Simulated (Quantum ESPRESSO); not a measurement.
**CoSi under changes of volume**

One of the cells (10.758 Å³/atom); the others are scaled copies at fixed shape and fractional positions:

```
CELL_PARAMETERS angstrom
2.78133 0.00000 0.00000
0.00000 2.78133 0.00000
0.00000 0.00000 2.78133
ATOMIC_POSITIONS crystal
Co 0.00000 0.00000 0.00000
Si 0.50000 0.50000 0.50000
```

Measurements of this composition are mostly on another form, of space group No. 198.

| Property | Result |
| --- | --- |
| Program | Quantum ESPRESSO 7.5 |
| Functional | PBE |
| Potentials or basis | SSSP 1.3 efficiency PBE |
| Cutoff | 748 eV |
| Density cutoff | 5987 eV |
| k mesh | 10 × 10 × 10 |
| Occupations | fermi-dirac, width 0.05 eV |
| Spin | collinear spin, ferromagnetic start |
| Starting moments | [2.0, 0.0] μB |

```tsv
volume (Å³/atom)	energy over the lowest point (meV/atom)	pressure (GPa)	moment (μB per cell)
10.112	31.89	15.6	0.48
10.328	14.49	10.1	0.51
10.543	3.99	5.2	0.53
10.758	0.00	0.6	0.54
10.973	1.88	-3.5	0.55
11.188	?	?	?
11.403	21.10	-10.5	0.57
```

Task: What does the run at 11.188 Å³/atom give?

Result: Energy over the lowest point 9.08 meV/atom; pressure -7.3 GPa; moment 0.56 μB per cell.

Worked out: A Birch-Murnaghan fit of order 3 (a polynomial in V^(-2/3)) to the other rows has its minimum at 10.80 Å³/atom with B0 = V·E''(V) = 215 GPa and B' = 3.4. It gives 9.03 meV/atom at 11.188 Å³/atom, against the run's 9.08, and -dE/dV = -7.2 GPa, against -7.3. A parabola through the other rows of the moment, of slope 0.0326 μB per Å³/atom there, gives 0.56 μB, against the run's 0.56.

Energies are extrapolated to zero smearing.
